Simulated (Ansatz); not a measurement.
Bicrystals of relaxed bulk AlNi (Pm-3m, 12.11 Å³/atom, gap on the mesh 0.00 eV): one grain is mirrored in the boundary plane and shifted (fractions of the plane's cell), where said the two species change places in it, close atoms are joined, tilt boundaries are opened by 0.15 Å, then atoms and the cell's height are relaxed. Energies are the mean of the cell's two boundaries over the bulk on a matched mesh; other shifts may lie lower.

Computed with Ansatz 0.2.0, DFT PBE, scalar-relativistic, plane waves, PAW.

Cutoff 420 eV; k points 12×6×3 on the computed 20-atom cell (Γ-centred); Gaussian smearing, width 0.10 eV; no spin polarisation.

Start (Σ5 (210), mirror between planes, shift [0.5, 0.5]):

```
CELL_PARAMETERS angstrom
2.89308 0.00000 0.00000
0.00000 6.46913 0.00000
0.00000 0.00000 13.23826
ATOMIC_POSITIONS crystal
Al 0.00000 0.40000 0.07330
Al 0.00000 0.80000 0.17103
Al 0.00000 0.20000 0.26877
Al 0.00000 0.60000 0.36650
Ni 0.50000 0.70000 0.02443
Ni 0.50000 0.10000 0.12217
Ni 0.50000 0.50000 0.21990
Ni 0.50000 0.90000 0.31763
Ni 0.50000 0.30000 0.41537
Al 0.00000 0.00000 0.46424
Al 0.50000 0.90000 0.91537
Al 0.50000 0.30000 0.81763
Al 0.50000 0.70000 0.71990
Al 0.50000 0.10000 0.62217
Ni 0.00000 0.20000 0.96424
Ni 0.00000 0.60000 0.86650
Ni 0.00000 0.00000 0.76877
Ni 0.00000 0.40000 0.67103
Ni 0.00000 0.80000 0.57330
Al 0.50000 0.50000 0.52443
```

Q: What does the relaxation give?

A: The free energy falls by 205 meV/atom.

- boundary energy (mJ/m²): 1310
- excess width (Å): 0.36
- gap on the mesh (eV): 0

Relaxed structure:
```
CELL_PARAMETERS angstrom
2.89308 0.00000 0.00000
0.00000 6.46913 0.00000
0.00000 0.00000 13.66785
ATOMIC_POSITIONS crystal
Al 0.00000 0.40582 0.08057
Al 0.00000 0.80565 0.16628
Al 0.00000 0.19889 0.25306
Al 0.00000 0.60479 0.36674
Ni 0.50000 0.67997 0.03866
Ni 0.50000 0.09057 0.10753
Ni 0.50000 0.51134 0.22219
Ni 0.50000 0.90540 0.30588
Ni 0.50000 0.29219 0.39217
Al 0.00000 0.00538 0.44850
Al 0.50000 0.90582 0.90810
Al 0.50000 0.30565 0.82239
Al 0.50000 0.69889 0.73561
Al 0.50000 0.10479 0.62193
Ni 0.00000 0.17997 0.95001
Ni 0.00000 0.59057 0.88114
Ni 0.00000 0.01134 0.76647
Ni 0.00000 0.40540 0.68279
Ni 0.00000 0.79219 0.59650
Al 0.50000 0.50538 0.54017
```

Spin polarisation was left out, and a magnetic state may lie lower.

Small energy differences in metals hang on the k mesh (about 10 mJ/m² or 1 to 2 meV/atom on the mesh of the relaxation).

The run took 8.9 min on 4 threads of Arm Neoverse V1, on a shared host, peak memory 1.7 GiB.